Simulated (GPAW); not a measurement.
# PtS2 (P-3m1) in GPAW: a series of runs

One crystal, PtS2, is run at these levels: PBEsol, PBE; tasks: relaxation of cell and atoms, single point.

All numbers are computed with GPAW 26.7.0; they aren't measurements. Logs are shortened: lines on timing, memory, paths and dates and some standing lists are left out, and cuts for length are marked. The log counts tension as positive stress, the text compression.

## 1. Starting point

The structure is trigonal, space group P-3m1 (No. 164). The conventional cell has a = 3.543 Å, b = 3.543 Å, c = 5.039 Å, α = 90.00°, β = 90.00°, γ = 120.00°. Pt (site symmetry -3m) has 6 S at 2.34 Å as nearest neighbours. S (site symmetry 3m) is surrounded by 3 Pt at 2.34 Å.

## 2. Relaxation of cell and atoms, PBEsol, target pressure 20 GPa, at which the enthalpy is minimised

The input, run.py:

```python
from ase import Atoms
from ase.filters import FrechetCellFilter
from ase.io import write
from ase.optimize import BFGS
from ase.units import GPa
from gpaw import GPAW, PW, setup_paths

setup_paths.insert(0, '.')

atoms = Atoms(['Pt', 'S', 'S'],
              cell=[[3.5432, 0.0, 0.0],
                    [-1.7716, 3.0685012107, 0.0],
                    [0.0, 0.0, 5.0388]],
              scaled_positions=[[0.0, 0.0, 0.0],
                                [0.6666666667, 0.3333333333, 0.773],
                                [0.3333333333, 0.6666666667, 0.227]],
              pbc=True)

calc = GPAW(mode=PW(600),
            xc='PBEsol',
            kpts={'size': (6, 6, 4), 'gamma': True},
            occupations={'name': 'fermi-dirac', 'width': 0.05},
            nbands=26,
            convergence={'density': 1e-05, 'forces': 0.0001},
            maxiter=150,
            txt='gpaw.txt')
atoms.calc = calc
opt = BFGS(FrechetCellFilter(atoms, scalar_pressure=20 * GPa), trajectory='relax.traj', logfile='-')
done = opt.run(fmax=0.02, steps=60)
calc.write('gs.gpw')
write('result.traj', atoms)
print('Converged:', done)
print('Cell:', atoms.cell.cellpar().round(4))
print('Volume:', round(atoms.get_volume(), 4))
print(atoms.get_scaled_positions().round(5))
```

Potentials or basis: PAW data sets generated in the run's folder for this functional, pw.

Started as:

```bash
gpaw-setup -f PBEsol Pt S
OMP_NUM_THREADS=1 python run.py
```

gpaw.txt:

```text
__  _  _
 | _ |_)|_||  |
 |__||  | ||/\| - 26.7.0

Input parameters:
  mode=PW(ecut=600.0),
  convergence={'density': 1e-05, 'forces': 0.0001},
  kpts=MonkhorstPack(size=(6, 6, 4), gamma=True),
  maxiter=150,
  nbands=26,
  occupations=Occupations(name='fermi-dirac', width=0.05),
  xc=XC(name='PBEsol')

Diagonalizing LCAO Hamiltonian
Converting LCAO to pw mode

            S

         S

       Pt

Atoms  # Å, Bohr magnetons
|   | symbol |         x |        y |        z |    initial magnetic moments |
|---|--------|-----------|----------|----------|-----------------------------|
| 0 |     Pt |  0.000000 | 0.000000 | 0.000000 | ( 0.0000,  0.0000,  0.0000) |
| 1 |      S |  1.771600 | 1.022834 | 3.894992 | ( 0.0000,  0.0000,  0.0000) |
| 2 |      S | -0.000000 | 2.045667 | 1.143808 | ( 0.0000,  0.0000,  0.0000) |

Unit cell  # Å
| periodic |         x |        y |        z |  lengths |     angles |
|----------|-----------|----------|----------|----------|------------|
|      yes |  3.543200 | 0.000000 | 0.000000 | 3.543200 |  90.000000 |
|      yes | -1.771600 | 3.068501 | 0.000000 | 3.543200 |  90.000000 |
|      yes |  0.000000 | 0.000000 | 5.038800 | 5.038800 | 120.000000 |
[... 234 lines left out ...]
         S

       Pt

Atoms  # Å, Bohr magnetons
|   | symbol |         x |        y |        z |    initial magnetic moments |
|---|--------|-----------|----------|----------|-----------------------------|
| 0 |     Pt |  0.000000 | 0.000000 | 0.000000 | ( 0.0000,  0.0000,  0.0000) |
| 1 |      S |  1.758797 | 1.015442 | 3.851670 | ( 0.0000,  0.0000,  0.0000) |
| 2 |      S | -0.000000 | 2.030884 | 1.148923 | ( 0.0000,  0.0000,  0.0000) |

Unit cell  # Å
| periodic |         x |         y |         z |  lengths |     angles |
|----------|-----------|-----------|-----------|----------|------------|
|      yes |  3.517594 | -0.000000 | -0.000000 | 3.517594 |  90.000000 |
|      yes | -1.758797 |  3.046326 |  0.000000 | 3.517594 |  90.000000 |
|      yes | -0.000000 |  0.000000 |  5.000593 | 5.000593 | 120.000000 |
[... 233 lines left out ...]
         S

       Pt

Atoms  # Å, Bohr magnetons
|   | symbol |         x |         y |         z |    initial magnetic moments |
|---|--------|-----------|-----------|-----------|-----------------------------|
| 0 |     Pt |  0.000000 | -0.000000 | -0.000000 | ( 0.0000,  0.0000,  0.0000) |
| 1 |      S |  1.672428 |  0.965577 |  3.497591 | ( 0.0000,  0.0000,  0.0000) |
| 2 |      S | -0.000000 |  1.931153 |  1.210532 | ( 0.0000,  0.0000,  0.0000) |

Unit cell  # Å
| periodic |         x |         y |         z |  lengths |     angles |
|----------|-----------|-----------|-----------|----------|------------|
|      yes |  3.344855 | -0.000000 | -0.000000 | 3.344855 |  90.000000 |
|      yes | -1.672428 |  2.896730 |  0.000000 | 3.344855 |  90.000000 |
|      yes |  0.000000 |  0.000000 |  4.708123 | 4.708123 | 120.000000 |
[... 151 lines left out ...]
SCF iterations
|iter     | |      energy | eigst |  dens |force |
|---------|-|-------------|-------|-------|------|
|iter:   1| |  -43.171799 | +0.76 |       |      |
|iter:   2| |  -33.123910 | -1.30 | -0.45 |      |
|iter:   3| |  -18.514595 | -0.76 | -0.57 |      |
|iter:   4| |  -16.706606 | -1.39 | -1.06 |      |
|iter:   5| |  -16.615894 | -2.14 | -1.57 |      |
|iter:   6| |  -16.612551 | -2.88 | -1.96 |      |
|iter:   7| |  -16.617289c| -3.44 | -2.37 |      |
|iter:   8| |  -16.617951c| -4.24 | -2.83 |      |
|iter:   9| |  -16.617928c| -5.93 | -3.38 |      |
|iter:  10| |  -16.617931c| -6.29 | -3.82 |      |
|iter:  11| |  -16.617931c| -8.01c| -4.61 |      |
|iter:  12| |  -16.617931c| -8.75c| -5.24c|      |
|iter:  13| |  -16.617931c| -9.62c| -6.00c|-3.74 |
|iter:  14| |  -16.617931c|-10.13c| -6.78c|-4.89c|

Converged in 14 steps
Energy contributions relative to reference atoms: (reference = -521915.989661)

Energy contributions:
  Kinetic:          34.469071
  Coulomb:         -30.497168
  Zero:             -0.451455
  External:          0.000000
  Xc:              -20.137993
  Entropy:          -0.000775
  Spinorbit:         0.000000
  ----------------------------
  Free energy:     -16.618319
  Extrapolated:    -16.617931
[... 53 lines left out ...]
         S

       Pt

Atoms  # Å, Bohr magnetons
|   | symbol |         x |         y |         z |    initial magnetic moments |
|---|--------|-----------|-----------|-----------|-----------------------------|
| 0 |     Pt |  0.000000 | -0.000000 | -0.000000 | ( 0.0000,  0.0000,  0.0000) |
| 1 |      S |  1.671913 |  0.965279 |  3.436096 | ( 0.0000,  0.0000,  0.0000) |
| 2 |      S | -0.000000 |  1.930559 |  1.235005 | ( 0.0000,  0.0000,  0.0000) |

Unit cell  # Å
| periodic |         x |        y |         z |  lengths |     angles |
|----------|-----------|----------|-----------|----------|------------|
|      yes |  3.343826 | 0.000000 |  0.000000 | 3.343826 |  90.000000 |
|      yes | -1.671913 | 2.895838 | -0.000000 | 3.343826 |  90.000000 |
|      yes |  0.000000 | 0.000000 |  4.671101 | 4.671101 | 120.000000 |

Number of symmetries: 12
Symmetry operations  # r_c * U_cc + t_c -> r_c
|    | kind |            matrix            |
|----|------|------------------------------|
|  0 |  σ   |  1, 1, 0,  0,-1, 0,  0, 0, 1 |
|  1 |  S6  |  1, 1, 0, -1, 0, 0,  0, 0,-1 |
|  2 |  E   |  1, 0, 0,  0, 1, 0,  0, 0, 1 |
|  3 |  C2  |  1, 0, 0, -1,-1, 0,  0, 0,-1 |
|  4 |  C2  |  0, 1, 0,  1, 0, 0,  0, 0,-1 |
|  5 |  C3  |  0, 1, 0, -1,-1, 0,  0, 0, 1 |
|  6 |  S6  |  0,-1, 0,  1, 1, 0,  0, 0,-1 |
|  7 |  σ   |  0,-1, 0, -1, 0, 0,  0, 0, 1 |
|  8 |  σ   | -1, 0, 0,  1, 1, 0,  0, 0, 1 |
|  9 |  i   | -1, 0, 0,  0,-1, 0,  0, 0,-1 |
| 10 |  C3  | -1,-1, 0,  1, 0, 0,  0, 0, 1 |
| 11 |  C2  | -1,-1, 0,  0, 1, 0,  0, 0,-1 |
[... 1449 lines left out ...]
Atoms  # Å, Bohr magnetons
|   | symbol |         x |         y |        z |    initial magnetic moments |
|---|--------|-----------|-----------|----------|-----------------------------|
| 0 |     Pt |  0.000000 | -0.000000 | 0.000000 | ( 0.0000,  0.0000,  0.0000) |
| 1 |      S |  1.742766 |  1.006186 | 2.876005 | ( 0.0000,  0.0000,  0.0000) |
| 2 |      S | -0.000000 |  2.012373 | 1.193449 | ( 0.0000,  0.0000,  0.0000) |

Unit cell  # Å
| periodic |         x |         y |        z |  lengths |     angles |
|----------|-----------|-----------|----------|----------|------------|
|      yes |  3.485532 | -0.000000 | 0.000000 | 3.485532 |  90.000000 |
|      yes | -1.742766 |  3.018559 | 0.000000 | 3.485532 |  90.000000 |
|      yes | -0.000000 |  0.000000 | 4.069454 | 4.069454 | 120.000000 |

Number of symmetries: 12
Symmetry operations  # r_c * U_cc + t_c -> r_c
|    | kind |            matrix            |
|----|------|------------------------------|
|  0 |  σ   |  1, 1, 0,  0,-1, 0,  0, 0, 1 |
|  1 |  S6  |  1, 1, 0, -1, 0, 0,  0, 0,-1 |
|  2 |  E   |  1, 0, 0,  0, 1, 0,  0, 0, 1 |
|  3 |  C2  |  1, 0, 0, -1,-1, 0,  0, 0,-1 |
|  4 |  C2  |  0, 1, 0,  1, 0, 0,  0, 0,-1 |
|  5 |  C3  |  0, 1, 0, -1,-1, 0,  0, 0, 1 |
|  6 |  S6  |  0,-1, 0,  1, 1, 0,  0, 0,-1 |
|  7 |  σ   |  0,-1, 0, -1, 0, 0,  0, 0, 1 |
|  8 |  σ   | -1, 0, 0,  1, 1, 0,  0, 0, 1 |
|  9 |  i   | -1, 0, 0,  0,-1, 0,  0, 0,-1 |
| 10 |  C3  | -1,-1, 0,  1, 0, 0,  0, 0, 1 |
| 11 |  C2  | -1,-1, 0,  0, 1, 0,  0, 0,-1 |
[... 446 lines left out ...]
Forces  # eV/Ang
|        x |       y |        z |
|----------|---------|----------|
|  0.00000 | 0.00000 |  0.00000 |  # Pt   0
|  0.00000 | 0.00000 |  0.00638 |  # S    1
| -0.00000 | 0.00000 | -0.00638 |  # S    2

# Writing to gs.gpw (mode='')
```

It took 2.1 min on 1 thread of Intel Xeon 6975P-C (Granite Rapids), shared host; peak memory 0.26 GiB.

What came out:

```
Free energy                                            : -16.8007 eV
Relaxed volume                                         : 14.24 Å³/atom
Relaxed cell                                           : a = 3.483 Å, b = 3.483 Å, c = 4.065 Å, α = 90.00°, β = 90.00°, γ = 120.00°
Space group after relaxing (to 0.05 Å)                 : P-3m1 (No. 164)
Energy change on relaxing (the enthalpy is what falls) : +124.6 meV/atom
Ionic steps                                            : 11
Pressure after relaxing                                : 20.0 GPa
Largest force after relaxing                           : 0.006 eV/Å
Band gap on the k mesh                                 : none (metal or under the smearing width)
```

Forces on the atoms (eV/Å):
```
Pt   0.000  0.000  0.000
S    0.000  0.000  0.006
S    0.000  0.000 -0.006
```

Stress tensor (GPa, compression positive):
```
19.92  0.00  0.00
 0.00 19.92  0.00
 0.00  0.00 20.05
```

The path:
| step | energy change (eV) | largest force (eV/Å) | pressure (GPa) | volume (Å³) |
| --- | --- | --- | --- | --- |
| 1 | 0.0000 | 0.9726 | 6.42 | 54.78 |
| 2 | 0.0290 | 1.1214 | 8.99 | 53.59 |
| 3 | 0.5536 | 1.7383 | 30.45 | 45.62 |
| 4 | 0.4993 | 1.2659 | 28.03 | 45.23 |
| 5 | 0.4371 | 0.0273 | 19.96 | 44.15 |
| 6 | 0.5196 | 0.4448 | 18.62 | 42.89 |
| 7 | 0.5379 | 0.7336 | 18.19 | 42.53 |
| 8 | 0.4313 | 0.7879 | 15.70 | 42.90 |
| 9 | 0.3790 | 0.5163 | 16.98 | 42.82 |
| 10 | 0.3618 | 0.1122 | 18.94 | 42.82 |
| 11 | 0.3737 | 0.0064 | 19.96 | 42.71 |

Final structure:
```cif
data_structure
_symmetry_space_group_name_H-M 'P 1'
_symmetry_Int_Tables_number 1
_cell_length_a 3.4833
_cell_length_b 3.4833
_cell_length_c 4.0650
_cell_angle_alpha 90.000
_cell_angle_beta 90.000
_cell_angle_gamma 120.000
_cell_volume 42.71
loop_
_atom_site_label
_atom_site_type_symbol
_atom_site_fract_x
_atom_site_fract_y
_atom_site_fract_z
_atom_site_occupancy
Pt1 Pt 0.00000 0.00000 0.00000 1
S1 S 0.66667 0.33333 0.70790 1
S2 S 0.33333 0.66667 0.29210 1
```

Levels at points of the mesh, in eV from the Fermi level:
| k point | band 12 | band 13 | band 14 | band 15 | band 16 | band 17 |
| --- | --- | --- | --- | --- | --- | --- |
| (0.00, 0.00, 0.00) | -1.49 | -1.49 | 0.33 | 0.33 | 0.65 | 2.80 |
| (0.00, 0.00, 0.50) | -2.99 | -2.99 | -1.48 | 3.15 | 3.15 | 5.98 |
| (0.50, 0.50, 0.00) | -3.61 | -3.46 | -3.21 | 0.90 | 3.50 | 6.32 |
| (0.50, 0.50, 0.50) | -3.27 | -2.83 | -1.28 | 0.05 | 2.34 | 4.91 |

Caveat: later steps reuse the first step's grids; the volume moved by over 15 % at a fixed basis, so the end points are rough. The run has no spin-orbit coupling, so splittings on Pt are missing.

## 3. Relaxation of cell and atoms, PBEsol, target pressure 30 GPa, at which the enthalpy is minimised

run.py: that of step 2 with these lines changed.

```diff
@@ -27,3 +27,3 @@
 atoms.calc = calc
-opt = BFGS(FrechetCellFilter(atoms, scalar_pressure=20 * GPa), trajectory='relax.traj', logfile='-')
+opt = BFGS(FrechetCellFilter(atoms, scalar_pressure=30 * GPa), trajectory='relax.traj', logfile='-')
 done = opt.run(fmax=0.02, steps=60)
```

Potentials or basis: PAW data sets generated in the run's folder for this functional, pw.

Started as:

```bash
gpaw-setup -f PBEsol Pt S
OMP_NUM_THREADS=1 python run.py
```

Wall time 2.1 min (1 thread of Intel Xeon 6975P-C (Granite Rapids), shared host); peak memory 0.27 GiB.

It converged, with:

| Property | Result |
| --- | --- |
| Free energy | -16.4835 eV |
| Relaxed volume | 13.56 Å³/atom |
| Relaxed cell | a = 3.434 Å, b = 3.434 Å, c = 3.983 Å, α = 90.00°, β = 90.00°, γ = 120.00° |
| Space group after relaxing (to 0.05 Å) | P-3m1 (No. 164) |
| Energy change on relaxing (the enthalpy is what falls) | +230.4 meV/atom |
| Ionic steps | 11 |
| Pressure after relaxing | 30.0 GPa |
| Band gap on the k mesh | none (metal or under the smearing width) |

Step by step:
```csv
step,energy change (eV),largest force (eV/Å),pressure (GPa),volume (Å³)
1,0.0000,0.9726,6.42,54.78
2,0.0861,1.3894,12.04,52.72
3,0.8962,2.7813,40.94,44.72
4,0.8927,2.2407,40.92,43.58
5,0.8316,0.4589,31.99,41.24
6,1.1420,1.1517,34.12,39.46
7,0.8195,0.3887,28.69,40.82
8,0.7734,0.3654,28.06,40.93
9,0.6338,0.1022,27.74,40.99
10,0.6783,0.0247,29.48,40.74
11,0.6913,0.0004,29.99,40.67
```

Final structure:
```
CELL_PARAMETERS angstrom
3.43375 0.00000 0.00000
-1.71688 2.97372 0.00000
0.00000 0.00000 3.98305
ATOMIC_POSITIONS crystal
Pt 0.00000 0.00000 0.00000
S 0.66667 0.33333 0.69976
S 0.33333 0.66667 0.30024
```

Levels at points of the mesh, in eV from the Fermi level:
```
           k point  band 11  band 12  band 13  band 14  band 15  band 16  band 17  band 18
(0.00, 0.00, 0.00)    -2.60    -1.52    -1.52     0.04     0.04     0.44     2.92     6.45
(0.00, 0.00, 0.50)    -3.51    -3.31    -3.31    -1.54     3.36     3.36     6.13     6.47
(0.50, 0.50, 0.00)    -3.77    -3.68    -3.37    -3.34     1.00     3.81     6.52     6.78
(0.50, 0.50, 0.50)    -3.86    -3.31    -2.73    -1.39    -0.18     2.60     4.95     7.27
```

Caveat: later steps reuse the first step's grids; the volume moved by over 15 % at a fixed basis, so the end points are rough.

(Part 1 of 2 ends here.)
